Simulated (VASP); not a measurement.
Input:

```xyz
12
Lattice="6.2320 0.0000 0.0000 0.0000 4.4067 0.0000 0.0000 0.0000 28.4448" Properties=species:S:1:pos:R:3 pbc="T T T"
Al     0.0000     0.0000    19.7308
Al     3.1160     2.2033    17.5274
Al     0.0000     0.0000    15.3241
Al     3.1160     2.2033    13.1207
Al     0.0000     0.0000    10.9174
Al     3.1160     2.2033     8.7140
Sb     1.5580     0.0000    17.5274
Sb     4.6740     2.2033    19.7308
Sb     1.5580     0.0000    13.1207
Sb     4.6740     2.2033    15.3241
Sb     1.5580     0.0000     8.7140
Sb     4.6740     2.2033    10.9174
```

The numbers are results of PBE GGA, VASP's PBE PAW potentials (set 64) (plane waves; VASP 6.6.1), not measurements. Numerical set-up: PREC = Normal, EDIFF = 1E-5, 400 eV cut-off, 4×5×1 Γ-centred mesh, Gaussian smearing of 0.050 eV, potentials Al Sb.

### Question
The ions are relaxed. Which structure does the run end with?

### Answer

```xyz
12
Lattice="6.2320 0.0000 0.0000 0.0000 4.4067 0.0000 0.0000 0.0000 28.4448" Properties=species:S:1:pos:R:3 pbc="T T T"
Al     5.8450     0.0000    19.1712
Al     3.2619     2.2033    17.6492
Al     0.1074     0.0000    15.2796
Al     3.2234     2.2033    13.1652
Al     0.1459     0.0000    10.7957
Al     2.7290     2.2033     9.2736
Sb     1.6930     0.0000    17.4905
Sb     4.5785     2.2033    20.0192
Sb     1.6522     0.0000    13.0641
Sb     4.7682     2.2033    15.3808
Sb     1.4625     0.0000     8.4256
Sb     4.8090     2.2033    10.9544
```

### Question
How much energy does the relaxation gain?

### Answer
The energy (σ→0) changes by -111.1 meV/atom, in 17 ionic steps.

The cell is a thin slab with vacuum, built from AlSb (zinc blende): (110) face.
